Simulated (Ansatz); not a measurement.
The system is TiC.

```
CELL_PARAMETERS angstrom
0.00000 2.16572 2.16572
2.16572 0.00000 2.16572
2.16572 2.16572 0.00000
ATOMIC_POSITIONS crystal
Ti 0.00000 0.00000 0.00000
C 0.50000 0.50000 0.50000
```

The cell is a database's computed one.

- Program: Ansatz 0.2.0
- Task: relaxation of cell and atoms
- Functional: LDA
- Potentials or basis: all-electron LAPW, scalar-relativistic
- Basis error allowed: 0.001 eV/atom
- k mesh: 11 × 11 × 11
- Occupations: fermi-dirac, width 0.05 eV
- Spin: no spin polarisation

At the start: volume 10.16 Å³/atom.

Q: Where does the relaxation end?

A: Over 5 steps the energy falls by 19.6 meV/atom and the volume is 9.67 Å³/atom (-4.8 %); space group Fm-3m (No. 225, to 0.05 Å).

Step by step:
| step | energy change (eV) | largest force (eV/Å) | volume (Å³) |
| --- | --- | --- | --- |
| 1 | 0.0000 | 0.0000 | 20.32 |
| 2 | -0.0389 | 0.0000 | 19.44 |
| 3 | -0.0393 | 0.0000 | 19.34 |
| 4 | -0.0393 | 0.0000 | 19.35 |
| 5 | -0.0393 | 0.0000 | 19.35 |

Final structure:
```cif
data_structure
_symmetry_space_group_name_H-M 'P 1'
_symmetry_Int_Tables_number 1
_cell_length_a 3.0134
_cell_length_b 3.0134
_cell_length_c 3.0134
_cell_angle_alpha 60.000
_cell_angle_beta 60.000
_cell_angle_gamma 60.000
_cell_volume 19.35
loop_
_atom_site_label
_atom_site_type_symbol
_atom_site_fract_x
_atom_site_fract_y
_atom_site_fract_z
_atom_site_occupancy
Ti1 Ti 0.00000 0.00000 0.00000 1
C1 C 0.50000 0.50000 0.50000 1
```
